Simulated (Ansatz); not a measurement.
# BaTiO3: response to strain

BaTiO3 is deformed so: zz strain of +1 %. What stress and forces result, by LAPW, PAW and all-electron datasets made for the crystal?

Computed with Ansatz 0.2.0 (DFT PBE, scalar-relativistic, unless a step's input says otherwise).

### 1 Starting point

Symmetry: Pm-3m, No. 221, cubic system. The conventional cell has a = 4.007 Å, b = 4.007 Å, c = 4.007 Å, α = 90.00°, β = 90.00°, γ = 90.00°. Ba (site symmetry m-3m) has 12 O at 2.83 Å as nearest neighbours. Around Ti (site symmetry m-3m) lie 6 O at 2.00 Å. Around O (site symmetry 4/mmm) lie 2 Ti at 2.00 Å and 4 Ba at 2.83 Å.

As a file:

```cif
data_structure
_symmetry_space_group_name_H-M 'Pm-3m'
_symmetry_Int_Tables_number 221
_cell_length_a 4.0073
_cell_length_b 4.0073
_cell_length_c 4.0073
_cell_angle_alpha 90.000
_cell_angle_beta 90.000
_cell_angle_gamma 90.000
_cell_volume 64.35
loop_
_atom_site_label
_atom_site_type_symbol
_atom_site_symmetry_multiplicity
_atom_site_Wyckoff_symbol
_atom_site_fract_x
_atom_site_fract_y
_atom_site_fract_z
_atom_site_occupancy
Ba1 Ba 1 b 0.50000 0.50000 0.50000 1
Ti1 Ti 1 a 0.00000 0.00000 0.00000 1
O1 O 3 d 0.50000 0.00000 0.00000 1
```

The file gives the conventional cell by its symmetry; the runs use the cell typed in the input.

Atoms are numbered in the order of the input: Ba1, Ti2, O3, O4, O5.

### 2 After the deformation

Space group Pm-3m before, P4/mmm after.

### 3 LAPW, all electrons

input.yaml reads:

```yaml
crystal:
  lattice:
    - [4.0073, 0.0, 0.0]
    - [0.0, 4.0073, 0.0]
    - [0.0, 0.0, 4.047373]
  atoms:
    - { symbol: Ba, position: [0.5, 0.5, 0.5] }
    - { symbol: Ti, position: [0.0, 0.0, 0.0] }
    - { symbol: O, position: [0.5, 0.0, 0.0] }
    - { symbol: O, position: [0.0, 0.5, 0.0] }
    - { symbol: O, position: [0.0, 0.0, 0.5] }
kpoints:
  mp_grid: { grid: [8, 8, 8] }
  band_path:
    path:
      - [0.0, 0.0, 0.0]
      - [0.0, 0.5, 0.0]
      - [0.5, 0.5, 0.0]
      - [0.0, 0.0, 0.0]
      - [0.0, 0.0, 0.5]
      - [0.0, 0.5, 0.5]
      - [0.5, 0.5, 0.5]
      - [0.0, 0.0, 0.5]
      - [0.0, 0.5, 0.0]
    npoints: 5
scf:
  occupations: { method: fermi_dirac, width: 0.05 }
hamiltonian:
  xc: pbe
  pseudopotentials: { kind: all_electron, lapw: { basis_error: 0.001 } }
output:
  forces: true
  stress: true
  eigenvalues: true
```

Started as:

```bash
> ansatz run input.yaml --threads 2 --pin off --max-ram 6144MiB --backend cpu --events-out ev --progress --plain --runs-dir out
```

### 4 PAW with frozen cores

input.yaml reads:

```yaml
crystal:
  lattice:
    - [4.0073, 0.0, 0.0]
    - [0.0, 4.0073, 0.0]
    - [0.0, 0.0, 4.047373]
  atoms:
    - { symbol: Ba, position: [0.5, 0.5, 0.5] }
    - { symbol: Ti, position: [0.0, 0.0, 0.0] }
    - { symbol: O, position: [0.5, 0.0, 0.0] }
    - { symbol: O, position: [0.0, 0.5, 0.0] }
    - { symbol: O, position: [0.0, 0.0, 0.5] }
kpoints:
  mp_grid: { grid: [8, 8, 8] }
scf:
  occupations: { method: fermi_dirac, width: 0.05 }
hamiltonian:
  xc: pbe
  pseudopotentials: { kind: paw }
output:
  forces: true
  stress: true
  eigenvalues: true
  efg: { contact_densities: true }
  write_density: true
  write_potential: true
  elf: true
  volumetric_format: npy
```

### 5 All-electron PAW on datasets made for the crystal

input.yaml, as its differences from that of step 4:

```diff
@@ -17,3 +17,3 @@
   xc: pbe
-  pseudopotentials: { kind: paw }
+  pseudopotentials: { kind: all_electron, datasets: crystal }
 output:
@@ -23,5 +23 @@
   efg: { contact_densities: true }
-  write_density: true
-  write_potential: true
-  elf: true
-  volumetric_format: npy
```

(Steps that only read results are left out.)

**Question.** What will these runs give? Wanted: pressure; largest shear or deviatoric stress.

**Answer**, as computed:

| quantity | value |
| --- | --- |
| pressure | LAPW -0.13, PAW -0.14, crystal datasets -0.13 GPa |
| largest shear or deviatoric stress (LAPW) | 1.16 GPa |

The largest part of the stress beyond the pressure is 1.16 GPa in size, in the zz component; the atoms are carried along and not relaxed. No run of the undeformed cell stands beside it, so the pressure holds what the given cell had before the change. PAW: stress within 0.02 GPa of LAPW. Crystal datasets: stress within 0.01 GPa of LAPW. Spin-orbit coupling is left out, though the cell holds Ba; in elements this heavy it can shift bands and gaps by tenths of an eV.
